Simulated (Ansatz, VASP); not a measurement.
# BAs in two plane-wave programs, part 2 of 2

Wanted: the spread between two codes on one cell, functional and k mesh. Of the first pair: The cell is taken from a series of runs on this material, whose earlier steps may have relaxed, scaled, displaced or heated it; both programs get it as it stands.

VASP 6.6.1 and Ansatz 0.2.0.

So far: The structure; Ansatz: relaxation of cell and atoms, LDA; VASP: relaxation of cell and atoms, LDA; Comparison; Ansatz: relaxation, LDA.

### 6. VASP: single point, LDA, pair 2

Level of this step: LDA; plane waves and PAW (B, As) (VASP).

The same cell, functional (in two slightly different forms), mesh and smearing now go to VASP, with its own data sets.

The input, INCAR:

```
SYSTEM = BAs
PREC = Accurate
ENCUT = 500
EDIFF = 1E-06
NELM = 120
ISMEAR = 0
SIGMA = 0.02
LREAL = .FALSE.
ALGO = Normal
GGA = PW92
NBANDS = 10
LORBIT = 11
LWAVE = .FALSE.
LCHARG = .FALSE.
ISIF = 2
LASPH = .TRUE.
GGA_COMPAT = .FALSE.
EFERMI = MIDGAP
KPAR = 2
```

The input, POSCAR:

```
BAs
1.0
    0.0000000000      2.2711977063      2.4149816407
    2.2711977063      0.0000000000      2.4149816407
    2.2711977063      2.2711977063      0.0000000000
B As
1 1
Direct
    0.0000000000      0.0000000000      0.0000000000
    0.7500000000      0.7500000000      0.7500000000
```

The input, KPOINTS:

```
Automatic mesh
0
Gamma
12 12 12
0 0 0
```

Potentials, in the order of the species: B and As (LDA family, release 64).

Run with:

```bash
$ mpirun -np 2 vasp_std
```

Numbers of over 12 decimals in the logs are rounded to 6 here.

What it wrote:

```text
[banner, memory and clock lines left out]
running    2 mpi-ranks, on    1 nodes
[...]
[... a notice as in an earlier step ...]

 LDA part: xc-table for (Slater(with rela. corr.)+PW92), standard interpolation
 POSCAR, INCAR and KPOINTS ok, starting setup
[...]
entering main loop
       N       E                     dE             d eps       ncg     rms          rms(c)
DAV:   1     0.107663461570E+02    0.10766E+02   -0.37945E+03  3260   0.687E+02
DAV:   2    -0.131154469622E+02   -0.23882E+02   -0.22886E+02  4516   0.109E+02
DAV:   3    -0.137446114985E+02   -0.62916E+00   -0.62821E+00  3956   0.174E+01
DAV:   4    -0.137461948080E+02   -0.15833E-02   -0.15832E-02  3834   0.951E-01
[...]
DAV:  10    -0.128235805204E+02   -0.36546E-05   -0.86520E-05  3522   0.556E-02    0.158E-02
DAV:  11    -0.128235817375E+02   -0.12171E-05   -0.17603E-06  3710   0.955E-03    0.149E-02
DAV:  12    -0.128235815715E+02    0.16595E-06   -0.68631E-07  1964   0.383E-03
   1 F= -.12823582E+02 E0= -.12823582E+02  d E =-.234159E-88
```

Parts of OUTCAR (step 6):

```text
  Total        2.5315069      2.5315069      0.1869660      0.0000000      0.0000000      0.0000000
  in kB      162.7930948    162.7930948     12.0231869      0.0000000      0.0000000      0.0000000
  external PRESSURE =     112.5364588 kB  Pullay stress =       0.0000000 kB

 POSITION                                       TOTAL-FORCE (eV/Angst)
 -----------------------------------------------------------------------------------
      0.00000      0.00000      0.00000        -0.000000     -0.000000     -0.000000
      3.40680      3.40680      3.62247         0.000000      0.000000      0.000000
 -----------------------------------------------------------------------------------
    total drift:                                0.000000      0.000000     -0.000000

  FREE ENERGIE OF THE ION-ELECTRON SYSTEM (eV)
  ---------------------------------------------------
  free  energy   TOTEN  =       -12.8235815715 eV

  energy  without entropy=      -12.8235815715  energy(sigma->0) =      -12.82358157

[... 3 further parts left out ...]
[key lines of the parts left out:]
E-fermi :   7.7146
```

The run ends at a pressure of 11.25 GPa.

### 7. Differences

What differs besides the data sets and the points named for the pairs above, as far as they apply: the data sets hold 18 valence electrons in Ansatz (on its PAW soft_1 files) and 8 in VASP; Ansatz's pressure holds a Pulay correction, VASP's none. Total energies have different zeros and are not compared.

The two programs side by side:

```tsv
quantity	Ansatz	VASP	difference
pressure (GPa)	10.12	11.25	-1.13
gap on the k mesh (eV)	0.563	0.557	+0.005
```

A gap on the mesh is an upper bound, since the band edges may lie between its points.

### 8. Further runs

Further runs change the set-up of one program: Ansatz's method, potentials or start, or VASP's data sets, cutoff or form of LDA. The table gives Ansatz less VASP for each quantity, since a change that brings one quantity closer may part another.

```tsv
run	pressure (GPa)	gap on the k mesh (eV)
as above	-1.1	0.0054
VASP with the data sets B and As_d and a cutoff of 600 eV	-0.18	-2.8e-4
```

### 9. Ansatz: relaxation, LDA

This run makes the geometry at which the two programs are then compared. The cell compared in this pair holds 25.70 Å³, against 24.91 Å³ for the pair before.

The structure compared here is the end of the Ansatz relaxation.

The input, input.yaml:

```yaml
crystal:
  lattice:
    - [0.0, 2.3185143251, 2.3782417439]
    - [2.3185143251, 0.0, 2.3782417439]
    - [2.3185143251, 2.3185143251, 0.0]
  atoms:
    - { symbol: B, position: [0.0, 0.0, 0.0] }
    - { symbol: As, position: [0.75, 0.75, 0.75] }
  conventional_axes: [[-1, 1, 1], [1, -1, 1], [1, 1, -1]]
kpoints:
  mp_grid: { grid: [12, 12, 12] }
hamiltonian:
  xc: lda
  pseudopotentials: { kind: paw, azcp: { folder: soft_1 }, xc_functional: pbe }
scf:
  occupations: { method: gaussian, width: 0.02 }
output:
  forces: true
  stress: true
  eigenvalues: true
relax:
  adjacent_minimum: "off"
  f_tol: 0.001
  max_steps: 60
  cell: { stress_tol: 0.01, fix: [a, b, gamma] }
```

Run with:

```bash
$ ansatz run input.yaml --threads 4 --pin off --max-ram 10240MiB --backend cpu --events-out ev --progress --plain --runs-dir out
```

What it wrote:

```text
[...]
Crystal: 2 atoms, lattice volume = 25.569 Å³
Basis set: ecut = 420 eV, 531 PW (Γ)
Bands: 13, of which v1, the nominal top of the filled ones, is band 9 counted from 1 (8 counted from 0)
Symmetry: 8 space group operations
[...]
k-points: 163 of 1728 (time reversal used)
[...]
k-point 162: bands = [... 5 lower, -0.3473, 2.4266, 7.2342, 7.2342, 12.9129, 12.9539, 23.1489, 23.1489]
--- Relaxed structure (3 steps of the walk, 3 accepted, 1 SCFs on fresh bases) ---
[...]
cell:  # Å, volume = 25.7000 Å³
    - [0, 2.3185143251, 2.390468]
    - [2.3185143251, 0, 2.390468]
    - [2.3185143251, 2.3185143251, 0]
  atoms:
    - { symbol: B, position: [0, 0, 0] }
    - { symbol: As, position: [0.750000, 0.750000, 0.750000] }
[key lines of the parts left out:]
SCF converged after 5 iterations
Free energy (F): -4923.512726 eV
Fermi energy:    11.871934 eV
P = ⅓ Tr σ = 4.6954 GPa (46.954 kbar)
```

### 10. VASP: single point, LDA, pair 3

The same cell, functional (in two slightly different forms), mesh and smearing now go to VASP, with its own data sets.

INCAR is that of step 6.

The input, POSCAR:

```
BAs
1.0
    0.0000000000      2.3185143251      2.3904678870
    2.3185143251      0.0000000000      2.3904678870
    2.3185143251      2.3185143251      0.0000000000
B As
1 1
Direct
    0.0000000000      0.0000000000      0.0000000000
    0.7500000000      0.7500000000      0.7500000000
```

KPOINTS is that of step 6.

Run with:

```bash
$ mpirun -np 2 vasp_std
```

What it wrote:

```text
[... set-up lines as in an earlier step ...]
 entering main loop
       N       E                     dE             d eps       ncg     rms          rms(c)
DAV:   1     0.107530274418E+02    0.10753E+02   -0.37897E+03  3268   0.686E+02
DAV:   2    -0.131010552319E+02   -0.23854E+02   -0.22909E+02  4590   0.108E+02
DAV:   3    -0.137511430513E+02   -0.65009E+00   -0.64901E+00  3898   0.174E+01
DAV:   4    -0.137529089867E+02   -0.17659E-02   -0.17658E-02  3938   0.101E+00
[...]
DAV:  10    -0.129004187742E+02   -0.51215E-05   -0.85582E-05  3492   0.553E-02    0.149E-02
DAV:  11    -0.129004201030E+02   -0.13287E-05   -0.16668E-06  3798   0.949E-03    0.139E-02
DAV:  12    -0.129004199359E+02    0.16710E-06   -0.71882E-07  1988   0.386E-03
   1 F= -.12900420E+02 E0= -.12900420E+02  d E =0.000000E+00
```

Parts of OUTCAR (step 10):

```text
  Total        1.2855351      1.2855351      0.1638663      0.0000000     -0.0000000      0.0000000
  in kB       80.1423467     80.1423467     10.2156936      0.0000000     -0.0000000      0.0000000
  external PRESSURE =      56.8334623 kB  Pullay stress =       0.0000000 kB

 POSITION                                       TOTAL-FORCE (eV/Angst)
 -----------------------------------------------------------------------------------
      0.00000      0.00000      0.00000        -0.000000     -0.000000     -0.000000
      3.47777      3.47777      3.58570         0.000000      0.000000      0.000000
 -----------------------------------------------------------------------------------
    total drift:                               -0.000000     -0.000000     -0.000001

  FREE ENERGIE OF THE ION-ELECTRON SYSTEM (eV)
  ---------------------------------------------------
  free  energy   TOTEN  =       -12.9004199359 eV

  energy  without entropy=      -12.9004199359  energy(sigma->0) =      -12.90041994

[... 1 part as in an earlier step ...]

[... 2 further parts left out ...]
[key lines of the parts left out:]
E-fermi :   7.3618
```

The run ends at a pressure of 5.68 GPa.

### 11. Comparison

What differs besides the data sets and the points named for the pairs above, as far as they apply: the data sets hold 18 valence electrons in Ansatz (on its PAW soft_1 files) and 8 in VASP. Total energies have different zeros and are not compared.

Compared:

```tsv
quantity	Ansatz	VASP	difference
pressure (GPa)	4.70	5.68	-0.99
gap on the k mesh (eV)	0.843	0.838	+0.006
```

A gap on the mesh is an upper bound, since the band edges may lie between its points.

### 12. Outcome

```yaml
difference_in_volume_relaxation_of_cell_and_atoms_lda: -0.58 %
difference_in_pressure_single_point_lda_pair_2: -1.1 GPa
difference_in_gap_on_the_k_mesh_single_point_lda_pair_3: 0.0055 eV
difference_in_pressure_single_point_lda_pair_3: -0.99 GPa
```

In words: The difference in pressure is -1.1 GPa (single point, LDA, pair 2), beyond the 1 GPa picked in this series as the mark of a large difference. The data sets hold unlike numbers of valence electrons (18 in Ansatz and 8 in VASP), so part of the differences comes from the potentials. Single point, LDA, pair 2, VASP with the data sets B and As_d and a cutoff of 600 eV: the difference in pressure goes from -1.1 to -0.18 GPa; the difference in gap on the k mesh goes from 0.0054 to -2.8e-4 eV. 5 further runs of this series are not shown here. Such differences can come from data sets, numerical settings and the points named under the comparisons, not from the functional's error against experiment.

[Lines on the potential files, build, host, timing and source positions are cut from VASP's logs without a mark.]

[Logs are printed without paths, hosts, clocks, repeated set-up lines and the standing remarks that a program may print on its own settings, such as how far it seeks lower states.]

[Hosts, paths, dates, database ids (printed as entryN), source tags and the programs' standing remarks are cut or masked in the printed files.]
